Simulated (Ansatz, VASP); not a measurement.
## NiO in VASP and in Ansatz

```
Ni O
1.0
     0.00000    2.28458    2.28458
     2.28458    0.00000    2.28458
     2.28458    2.28458    0.00000
Ni O
1 1
Direct
  0.00000 0.00000 0.00000
  0.75000 0.75000 0.75000
```

Change from the starting cell: volume scaled by 1.06.

Alike in both runs: task single point; functional PBE; k mesh 10 × 10 × 10; occupations fermi-dirac, width 0.05 eV; collinear spin, ferromagnetic start.

```csv
,VASP,Ansatz
version,VASP 6.6.1,Ansatz 0.2.0
potentials or method,"VASP PAW PBE potentials, release 64 (Ni, O)",Ansatz PAW
plane-wave cutoff (eV),520,420
valence electrons in the cell,16,24
```

|  | VASP | Ansatz | Ansatz less VASP |
| --- | --- | --- | --- |
| gap on the k mesh at the Fermi level (eV) | none | none | - |
| pressure (GPa) | -7.2 | -7.4 | -0.20 |
| net moment per atom (μB) | 0.99 | 0.99 | +0.005 |
| size of the moment on the site where the two differ most (μB) | 1.54 | 1.51 | -0.033 |

Site moments also hang on the region over which each program counts them. A gap of «none» marks a metal or a gap that the smearing closes. The two sets of potentials don't hold the same shells in valence.

Caveats: a cell with one magnetic atom can't hold antiferromagnetic order, which such compounds often take; semilocal functionals often make such compounds metallic where correlation or magnetic order opens a gap, which also shifts bond lengths; the pressure holds a Pulay correction of +0.6 GPa for the finite cutoff (Ansatz).
